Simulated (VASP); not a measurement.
# Sn2Ge (Fm-3m) in VASP: further runs

The runs below take Sn2Ge through relaxation of cell and atoms, with PBE.

Everything below comes from runs of VASP 6.6.1. Logs are shortened: lines on timing, memory, paths and dates and some standing lists are left out, and cuts for length are marked.

### 1 Starting point

Symmetry: Fm-3m, No. 225, cubic system. The conventional cell has a = 6.600 Å, b = 6.600 Å, c = 6.600 Å, α = 90.00°, β = 90.00°, γ = 90.00°. Around Sn (site symmetry -43m) lie 4 Ge at 2.86 Å. Around Ge (site symmetry m-3m) lie 8 Sn at 2.86 Å.

The cell was built by a generator and needn't be a form met in nature.

### 2 Relaxation of cell and atoms, PBE

INCAR

```
SYSTEM = Sn2Ge
PREC     = Normal         ! precision mode
ENCUT    = 520            ! plane-wave cutoff, eV
EDIFF    = 1E-4           ! SCF threshold, eV
ISMEAR   = 0              ! smearing method
SIGMA    = 0.15           ! smearing width, eV
LREAL    = .FALSE.        ! projectors in reciprocal space
LASPH    = .TRUE.         ! aspherical terms in the spheres
NELM     = 60             ! most SCF steps
ALGO     = Fast           ! electronic algorithm
ISIF     = 3              ! what is computed and relaxed
LWAVE    = .FALSE.        ! write WAVECAR
LCHARG   = .FALSE.        ! write CHGCAR
GGA      = PE             ! functional
IBRION   = 2              ! ionic algorithm
NSW      = 24             ! ionic steps
EDIFFG   = -0.08          ! ionic threshold
```

KPOINTS

```
regular mesh
0
G
  5 5 5
  0 0 0
```

POSCAR

```
Sn2Ge
1.0
    0.0000000000      3.3000000000      3.3000000000
    3.3000000000      0.0000000000      3.3000000000
    3.3000000000      3.3000000000      0.0000000000
Sn Ge
2 1
Direct
    0.2500000000      0.2500000000      0.2500000000
    0.7500000000      0.7500000000      0.7500000000
    0.0000000000      0.0000000000      0.0000000000
```

Potentials or basis: VASP PAW PBE potentials, release 64 (Sn_d, Ge_d).

Launch:

```bash
$ cat potpaw_PBE.64/Sn_d/POTCAR potpaw_PBE.64/Ge_d/POTCAR > POTCAR
$ mpirun -np 1 vasp_std > vasp.out
```

OUTCAR:

```text
SYSTEM = Sn2Ge
   PREC = Normal
   ENCUT = 520
   EDIFF = 1E-4
   ISMEAR = 0
   LREAL = .FALSE.
   LASPH = .TRUE.
   NELM = 60
   ISIF = 3
   GGA = PE
   IBRION = 2
   NSW = 24
   EDIFFG = -0.08

 ion  position               nearest neighbor table
   1  0.250  0.250  0.250-   3 2.86   3 2.86   3 2.86   3 2.86   2 3.30   2 3.30   2 3.30   2 3.30
                             2 3.30   2 3.30
   2  0.750  0.750  0.750-   3 2.86   3 2.86   3 2.86   3 2.86   1 3.30   1 3.30   1 3.30   1 3.30
                             1 3.30   1 3.30
   3  0.000  0.000  0.000-   2 2.86   2 2.86   2 2.86   1 2.86   2 2.86   1 2.86   1 2.86   1 2.86

  LATTYP: Found a face centered cubic cell.
 ALAT       =     6.6000000000

  Lattice vectors:

 A1 = (   0.0000000000,   3.3000000000,   3.3000000000)
 A2 = (   3.3000000000,   0.0000000000,   3.3000000000)
 A3 = (   3.3000000000,   3.3000000000,   0.0000000000)

Analysis of symmetry for initial positions (statically):
=====================================================================
 Subroutine PRICEL returns:
 Original cell was already a primitive cell.

 Routine SETGRP: Setting up the symmetry group for a
 face centered cubic supercell.

 Subroutine GETGRP returns: Found 48 space group operations
 (whereof 48 operations were pure point group operations)
 out of a pool of 48 trial point group operations.

The static configuration has the point symmetry O_h .

Analysis of symmetry for dynamics (positions and initial velocities):
=====================================================================
 Subroutine PRICEL returns:
 Original cell was already a primitive cell.

 Routine SETGRP: Setting up the symmetry group for a
 face centered cubic supercell.

 Subroutine GETGRP returns: Found 48 space group operations
 (whereof 48 operations were pure point group operations)
 out of a pool of 48 trial point group operations.

The dynamic configuration has the point symmetry O_h .

 Subroutine INISYM returns: Found 48 space group operations
 (whereof 48 operations are pure point group operations),
 and found     1 'primitive' translations

----------------------------------------------------------------------------------------

                                     Primitive cell

  volume of cell :      71.8740

  direct lattice vectors                    reciprocal lattice vectors
     0.000000000  3.300000000  3.300000000    -0.151515152  0.151515152  0.151515152
     3.300000000  0.000000000  3.300000000     0.151515152 -0.151515152  0.151515152
     3.300000000  3.300000000  0.000000000     0.151515152  0.151515152 -0.151515152

  length of vectors
     4.666904756  4.666904756  4.666904756     0.262431941  0.262431941  0.262431941

  position of ions in fractional coordinates (direct lattice)
     0.250000000  0.250000000  0.250000000
     0.750000000  0.750000000  0.750000000
     0.000000000  0.000000000  0.000000000

  ion indices of the primitive-cell ions
   primitive index   ion index
                 1           1
                 2           2
                 3           3

----------------------------------------------------------------------------------------

 KPOINTS: regular mesh

Automatic generation of k-mesh.
 Grid dimensions read from file:
 generate k-points for:    5    5    5

 Generating k-lattice:

  Cartesian coordinates                     Fractional coordinates (reciprocal lattice)
    -0.030303030  0.030303030  0.030303030     0.200000000  0.000000000  0.000000000
     0.030303030 -0.030303030  0.030303030     0.000000000  0.200000000  0.000000000
     0.030303030  0.030303030 -0.030303030     0.000000000  0.000000000  0.200000000

  Length of vectors
     0.052486388  0.052486388  0.052486388

  Shift w.r.t. Gamma in fractional coordinates (k-lattice)
     0.000000000  0.000000000  0.000000000

 Subroutine IBZKPT returns following result:
 ===========================================

 Found     10 irreducible k-points:

 Following reciprocal coordinates:
            Coordinates               Weight
  0.000000  0.000000  0.000000      1.000000
  0.200000  0.000000  0.000000      8.000000
  0.400000  0.000000  0.000000      8.000000
  0.200000  0.200000  0.000000      6.000000
  0.400000  0.200000  0.000000     24.000000
 -0.400000  0.200000  0.000000     24.000000
 -0.200000  0.200000  0.000000     12.000000
  0.400000  0.400000  0.000000      6.000000
 -0.400000  0.400000  0.000000     12.000000
 -0.400000  0.400000  0.200000     24.000000
   k-points           NKPTS =     10   k-points in BZ     NKDIM =     10   number of bands    NBANDS=     25
   number of dos      NEDOS =    301   number of ions     NIONS =      3
   total plane-waves  NPLWV =  21952
   dimension x,y,z NGX =    28 NGY =   28 NGZ =   28
   dimension x,y,z NGXF=    56 NGYF=   56 NGZF=   56
   ions per type =               2   1
   NGX,Y,Z   is equivalent  to a cutoff of   9.97,  9.97,  9.97 a.u.
   NGXF,Y,Z  is equivalent  to a cutoff of  19.95, 19.95, 19.95 a.u.
 SYSTEM =  Sn2Ge
   PREC   = normal    normal or accurate (medium, high low for compatibility)
   ISTART =      0    job   : 0-new  1-cont  2-samecut
   ICHARG =      2    charge: 1-file 2-atom 10-const
   ISPIN  =      1    spin polarized calculation?
   LNONCOLLINEAR =      F non collinear calculations
   LSORBIT =      F    spin-orbit coupling
   LASPH  =      T    aspherical Exc in radial PAW
   ENCUT  =  520.0 eV  38.22 Ry    6.18 a.u.   8.68  8.68  8.68*2*pi/ulx,y,z
   NELM   =     60;   NELMIN=  2; NELMDL= -5     # of ELM steps
   EDIFF  = 0.1E-03   stopping-criterion for ELM
   LREAL  =      F    real-space projection
   EDIFFG = -.8E-01   stopping-criterion for IOM
   NSW    =     24    number of steps for IOM
   IBRION =      2    ionic relax: 0-MD 1-quasi-New 2-CG
   NFREE  =      1    steps in history (QN), initial steepest desc. (CG)
   ISIF   =      3    stress and relaxation
   ISYM   =      2    0-nonsym 1-usesym 2-fastsym
   POTIM  = 0.5000    time-step for ionic-motion
   TEBEG  =    0.0;   TEEND  =   0.0 temperature during run
   PSTRESS=    0.0 pullay stress
   NELECT =      42.0000    total number of electrons
   NUPDOWN=      -1.0000    fix difference up-down
   EMIN   =  10.00;   EMAX   =-10.00  energy-range for DOS
   EFERMI =   0.00;   METHOD = LEGACY
   ISMEAR =     0;   SIGMA  =   0.15  broadening in eV -4-tet -1-fermi 0-gaus
   EFERMI_NEDOS =   21; number of points for ismear=-14 and -15
   IALGO  =     68    algorithm
   IMIX   =      4    mixing-type and parameters
     AMIX     =   0.40;   BMIX     =  1.00
     AMIX_MAG =   1.60;   BMIX_MAG =  1.00
  volume/ion in A,a.u.               =      23.96       161.68
  Fermi-wavevector in a.u.,A,eV,Ry     =   1.368676  2.586423 25.487440  1.873274
  Thomas-Fermi vector in A             =   2.494619
   LORBIT       =      0    0 simple, 1 ext, 2 COOP (PROOUT), +10 PAW based schemes
   GGA     = PE    functional components
   LHFCALC =     F    Hartree Fock is set to
   AEXX    =    0.0000 exact exchange contribution
   IVDW    =     0    specifies the selected vdW correction
   LEPSILON=     F    determine dielectric tensor
   LRPA    =     F    only Hartree local field effects (RPA)
 conjugate gradient relaxation of ions
 non-spin polarized calculation
 RMM-DIIS sequential band-by-band and
 Gauss-broadening in eV      SIGMA  =   0.15
  energy-cutoff  :      520.00
  volume of cell :       71.87
 maximum number of plane-waves:      1956
   NGX = 17   NGY = 17   NGZ = 17

--------------------------------------- Ionic step        1  -------------------------------------------

 number of electron      41.9999969 magnetization

 Free energy of the ion-electron system (eV)
  ---------------------------------------------------
  ext. energy  EPLUGINS =         0.00000000
  ---------------------------------------------------
  free energy    TOTEN  =       -11.07152096 eV

  energy without entropy =      -11.01979457  energy(sigma->0) =      -11.04565776

 E-fermi :   7.8891     XC(G=0): -10.5075

 val. band max:        7.8820496560   @ k =   0.2000   0.2000   0.0000
 cond. band min:       8.1016992680   @ k =  -0.2000   0.2000   0.0000
 fundamental gap:      0.2196496119
 Fermi energy:         7.8891190946

 k-point     1 :       0.0000    0.0000    0.0000
  band No.  band energies     occupation
      1     -16.6135      2.00000
      2     -16.6135      2.00000
      3     -16.6135      2.00000
      4     -16.5962      2.00000
      5     -16.5962      2.00000
      6     -13.6484      2.00000
[... 17 lines left out ...]
     24       6.8784      2.00000
     25      11.8741      0.00000
[... 309 lines left out ...]
 POSITION                                       TOTAL-FORCE (eV/Angst)
 -----------------------------------------------------------------------------------
      1.79160      1.79160      1.79160        -0.000000     -0.000000     -0.000000
      5.37479      5.37479      5.37479         0.000000      0.000000      0.000000
      3.58319      0.00000      3.58319        -0.000000      0.000000     -0.000000
 -----------------------------------------------------------------------------------
    total drift:                                0.000000      0.000000      0.000000

  FREE ENERGIE OF THE ION-ELECTRON SYSTEM (eV)
  ---------------------------------------------------
  free  energy   TOTEN  =       -11.5250254910 eV

  energy  without entropy=      -11.5045977708  energy(sigma->0) =      -11.51481163

--------------------------------------- Ionic step        3  -------------------------------------------

 number of electron      41.9999962 magnetization

 Free energy of the ion-electron system (eV)
  ---------------------------------------------------
  ext. energy  EPLUGINS =         0.00000000
  ---------------------------------------------------
  free energy    TOTEN  =       -11.55443217 eV

  energy without entropy =      -11.52773298  energy(sigma->0) =      -11.54108257

 E-fermi :   5.7982     XC(G=0):  -9.6107

 val. band max:        5.7145566120   @ k =   0.2000   0.2000   0.0000
 cond. band min:       5.8878250407   @ k =   0.4000   0.0000   0.0000
 fundamental gap:      0.1732684286
 Fermi energy:         5.7982465588

 k-point     1 :       0.0000    0.0000    0.0000
  band No.  band energies     occupation
      1     -18.5034      2.00000
      2     -18.5034      2.00000
      3     -18.5034      2.00000
      4     -18.4943      2.00000
      5     -18.4943      2.00000
      6     -15.6602      2.00000
[... 17 lines left out ...]
     24       5.0972      2.00000
     25       9.4627      0.00000
[... 272 lines left out ...]
 POSITION                                       TOTAL-FORCE (eV/Angst)
 -----------------------------------------------------------------------------------
      1.75902      1.75902      1.75902        -0.000000     -0.000000     -0.000000
      5.27706      5.27706      5.27706         0.000000      0.000000      0.000000
      0.00000      0.00000      0.00000        -0.000000     -0.000000      0.000000
 -----------------------------------------------------------------------------------
    total drift:                                0.000000      0.000000      0.000000

  FREE ENERGIE OF THE ION-ELECTRON SYSTEM (eV)
  ---------------------------------------------------
  free  energy   TOTEN  =       -11.5544321673 eV

  energy  without entropy=      -11.5277329763  energy(sigma->0) =      -11.54108257

 reached required accuracy - stopping structural energy minimisation
```

Wall time 36 s (1 thread of AMD EPYC 7R13 (Zen 3), shared host); peak memory 0.13 GiB.

Results:

```yaml
Free_energy: -11.5544 eV
Relaxed_volume: 29.03 Å³/atom
Relaxed_cell: a = 4.975 Å, b = 4.975 Å, c = 4.975 Å, α = 60.00°, β = 60.00°, γ = 60.00°
Space_group_after_relaxing_to_0.05_Å: Fm-3m (No. 225)
Energy_gained_by_relaxing: 161.0 meV/atom
Ionic_steps: 3
Pressure_after_relaxing: 0.3 GPa
Band_gap_on_the_k_mesh: none (metal or under the smearing width)
```

Step by step:
| step | energy change (eV) | largest force (eV/Å) | pressure (GPa) | volume (Å³) |
| --- | --- | --- | --- | --- |
| 1 | 0.0000 | 0.0000 | 11.90 | 71.87 |
| 2 | -0.4535 | 0.0000 | -1.93 | 92.01 |
| 3 | -0.4829 | 0.0000 | 0.31 | 87.08 |

Final structure:
```xyz
3
Lattice="0.0000 3.5180 3.5180 3.5180 0.0000 3.5180 3.5180 3.5180 0.0000" Properties=species:S:1:pos:R:3 pbc="T T T"
Sn    1.7590    1.7590    1.7590
Sn    5.2771    5.2771    5.2771
Ge    0.0000    0.0000    0.0000
```

Caveat: the volume moved by over 15 % at a fixed basis, so the end points are rough; the relaxation stopped at a loose force limit of 0.08 eV/Å, so its end isn't a converged minimum.

[end of part 1 of 2]
